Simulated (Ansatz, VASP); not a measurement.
## GaAs in VASP and in Ansatz

```
CELL_PARAMETERS angstrom
0.00000 2.83309 2.79965
2.83309 0.00000 2.79965
2.83309 2.83309 0.00000
ATOMIC_POSITIONS crystal
Ga 0.00000 0.00000 0.00000
As 0.25000 0.25000 0.25000
```

Change from the starting cell: uniaxial_z strain -1.2%.

Alike in both runs: task single point; functional PBE; k mesh 8 × 8 × 8; occupations fermi-dirac, width 0.02 eV; no spin polarisation.

|  | VASP | Ansatz |
| --- | --- | --- |
| version | VASP 6.6.1 | Ansatz 0.2.0 |
| potentials or method | VASP PAW PBE potentials, release 64 (Ga_d, As) | plane waves, PAW |
| plane-wave cutoff (eV) | 520 | 420 |
| valence electrons in the cell | 18 | 28 |

Ansatz gave:

| Quantity | Value |
| --- | --- |
| pressure (GPa) | 3.7 |
| largest component of the traceless stress (GPa) | 0.46 |

**Question.** Estimate VASP's values.

**Answer.** Pressure (GPa): 3.9; largest component of the traceless stress (GPa): 0.46.

The two sets of potentials don't hold the same shells in valence.

A k mesh can miss the band edges.
